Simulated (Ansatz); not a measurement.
**Relaxation of Cu**

Method: Ansatz 0.2.0, DFT PBE, scalar-relativistic, plane waves, PAW. (420 eV cutoff, 20×20×14 k-mesh, Gaussian smearing of 0.10 eV, no spin polarisation)

What was changed: uniaxial strain along c, with a, b and atoms relaxed: +2.0 %.

Command:

```bash
ansatz run input.yaml --threads 1 --pin off --max-ram 2560MiB --backend cpu --events-out ev --progress --plain --runs-dir out
```

Input:

```yaml
crystal:
  lattice:
    - [1.8058268983, 1.8058268983, 0.0]
    - [-1.8058268983, 1.8058268983, 0.0]
    - [0.0, 0.0, 3.7023988668]
  atoms:
    - { symbol: Cu, position: [0.0, 0.0, 0.0] }
    - { symbol: Cu, position: [0.5, 0.5, 0.5] }
basis:
  ecutwfc: 420
kpoints:
  mp_grid: { grid: [20, 20, 14] }
hamiltonian:
  xc: pbe
scf:
  occupations: { method: gaussian, width: 0.1 }
output:
  forces: true
  stress: true
  eigenvalues: true
  write_density: true
  write_potential: true
  elf: true
  volumetric_format: npy
relax:
  adjacent_minimum: "off"
  f_tol: 0.008
  max_steps: 40
  cell: { stress_tol: 0.015, fix: [c, angles] }
```

F is the free energy. Steps run on the plane waves of an earlier cell, but the last one, and at times one on the way, on a freshly chosen basis, so a repeated geometry can differ a little in energy. The held parts of the cell keep their stress, so P needn't end at zero.

Steps:

```csv
step,F − F(1) (eV),largest force component (eV/Å),V (Å³/atom),P (GPa)
1,0.0000,0.000,12.074,-1.33
2,-0.0002,0.000,12.046,-1.02
3,-0.0004,0.000,12.015,-0.67
4,-0.0003,0.000,12.015,-0.66
```

Relaxed structure:

```yaml
crystal:
  lattice:
    - [1.80141, 1.80141, 0.00000]
    - [-1.80141, 1.80141, 0.00000]
    - [0.00000, 0.00000, 3.70240]
  atoms:
    - { symbol: Cu, position: [0.00000, 0.00000, 0.00000] }
    - { symbol: Cu, position: [0.50000, 0.50000, 0.50000] }
```

Symmetry: I4/mmm, No. 139, tetragonal system. Conventional cell: a = 2.548 Å, b = 2.548 Å, c = 3.702 Å, α = 90.00°, β = 90.00°, γ = 90.00°. Around Cu (site symmetry 4/mmm) lie 12 Cu at 2.55 to 2.58 Å.

The run converged. Time: 73 s on 1 thread of AMD EPYC 7R43 64-Core Processor (Zen 3), on a shared host, peak memory 0.58 GiB.